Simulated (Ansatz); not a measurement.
# WS2: the cost of one run

Computed with Ansatz 0.2.0 (DFT PBE+D3(BJ), scalar-relativistic, plane waves, PAW, unless a step's input says otherwise).

The COD entry's cell or inner coordinates are ideal or old and differ from later refinements, so a difference from it is no clean test against experiment.

3 further runs of the same task are left out: 3 set aside as unsound or not needed. Runs told in other sessions of the task aren't counted.

## (1) The starting structure

Symmetry: P6_3/mmc, No. 194, hexagonal system. Conventional cell: a = 3.154 Å, b = 3.154 Å, c = 12.140 Å, α = 90.00°, β = 90.00°, γ = 120.00°. W (site symmetry -6m2) has 6 S at 2.41 Å in its first shell of neighbours. Around S (site symmetry 3m) lie 3 W at 2.41 Å.

Structure file:

```xyz
6
Lattice="-3.1542 0.0000 0.0000 -1.5771 -2.7316 0.0000 0.0000 0.0000 12.1399" Properties=species:S:1:pos:R:3 pbc="T T T"
W    -1.5771   -0.9105    3.0350
W    -3.1542   -1.8211    9.1049
S    -1.5771   -0.9105    7.5302
S    -3.1542   -1.8211    1.4603
S    -1.5771   -0.9105   10.6796
S    -3.1542   -1.8211    4.6097
```

It is the result of an earlier relaxation at this level (volume 17.43 Å³/atom; gap on the mesh: 0.89 eV).

## (2) The reference cell

The reference gives a free energy of -24385.3203 eV, pressure -0.01 GPa, largest force 0.001 eV/Å and gap on the mesh 0.96 eV. It was computed beforehand with the settings of the runs below.

## (3) The scan: a stacking-fault curve

The cut lies on the cell's a–b face, a (0 0 1) plane of area 8.62 Å², between layers 2.92 Å apart (S below, S above); the cell is 12.1 Å thick. Vector c is tilted by f times 1·a + 0·b (length 3.154 Å) with the atoms' Cartesian places fixed: one unrelaxed fault per cell.

## (4) f = 0.200

input.yaml reads:

```yaml
crystal:
  lattice:
    - [-3.1542061832, 0.0, 0.0]
    - [-1.5771030916, -2.7316226834, 0.0]
    - [-0.6308412366, 0.0, 12.1399091344]
  atoms:
    - { symbol: W, position: [0.2833333333, 0.3333333333, 0.25] }
    - { symbol: W, position: [0.5166666667, 0.6666666667, 0.75] }
    - { symbol: S, position: [0.2092758492, 0.3333333333, 0.6202874207] }
    - { symbol: S, position: [0.6426091825, 0.6666666667, 0.1202874207] }
    - { symbol: S, position: [0.1573908175, 0.3333333333, 0.8797125793] }
    - { symbol: S, position: [0.5907241508, 0.6666666667, 0.3797125793] }
basis:
  ecutwfc: 420
kpoints:
  mp_grid: { grid: [10, 10, 3] }
hamiltonian:
  xc: pbe
  dispersion: d3bj
scf:
  occupations: { method: gaussian, width: 0.05 }
output:
  forces: true
  stress: true
  eigenvalues: true
```

On the command line:

```sh
$ ansatz run input.yaml --threads 2 --pin off --max-ram 5120MiB --backend cpu --events-out ev --progress --plain --runs-dir out
```

**Question.** How long does this run take on 2 threads of Arm Neoverse V2, shared host, and how much memory does it need?

About 14 s, with a peak of 0.62 GiB.
